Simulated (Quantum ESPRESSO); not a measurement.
**Sb in Quantum ESPRESSO: the effect of target pressure**

The system is Sb.

```
Sb
1.0
     3.16000    0.00000    0.00000
     0.00000    3.16000    0.00000
     0.00000    0.00000    3.16000
Sb
1
Direct
  0.00000 0.00000 0.00000
```

This isn't the form of Sb at room conditions, which is rhombohedral.

Alike in all runs:

| Quantity | Value |
| --- | --- |
| Program | Quantum ESPRESSO 7.5 |
| Task | phonons |
| Functional | LDA |
| Potentials or basis | PseudoDojo 0.4.1 SR LDA standard |
| Cutoff | 1143 eV |
| Density cutoff | 4572 eV |
| k mesh | 7 × 7 × 7 |
| Occupations | cold, width 0.2 eV |
| Spin | no spin polarisation |

Each run relaxes the cell or the atoms first.

| target pressure | relaxed volume (Å³/atom) | highest phonon frequency (cm⁻¹) |
| --- | --- | --- |
| 0 GPa | 28.17 | 89 |
| 5 GPa | 26.46 | 118 |
| 10 GPa | 25.19 | 138 |
| 20 GPa | 23.37 | 169 |
| 40 GPa | ? | ? |

Task: What does the run with target pressure 40 GPa give?

Result: Relaxed volume 20.84 Å³/atom; highest phonon frequency 204 cm⁻¹.

Worked out: In Murnaghan's law V^(-B') rises as a straight line in P. The other rows fit best with B' = 4.3, V0 = 28.17 Å³/atom and B0 = 70 GPa, which gives 21.10 Å³/atom at 40 GPa, against the run's 20.84. A parabola through the other rows of the highest phonon frequency, of slope -1.92 cm⁻¹ per GPa there, extrapolates to 170 cm⁻¹, against the run's 204.

Caveats: the mesh is thin for the phonons of a metal; the q point doesn't lie on the k mesh, which can shift a metal's frequencies strongly unless the mesh is converged; the volume moved by over 15 % at a fixed basis, so the end points are rough (some runs); the cell is more than 3 GPa from zero pressure, which shifts response properties (some runs); some modes are imaginary (some runs).
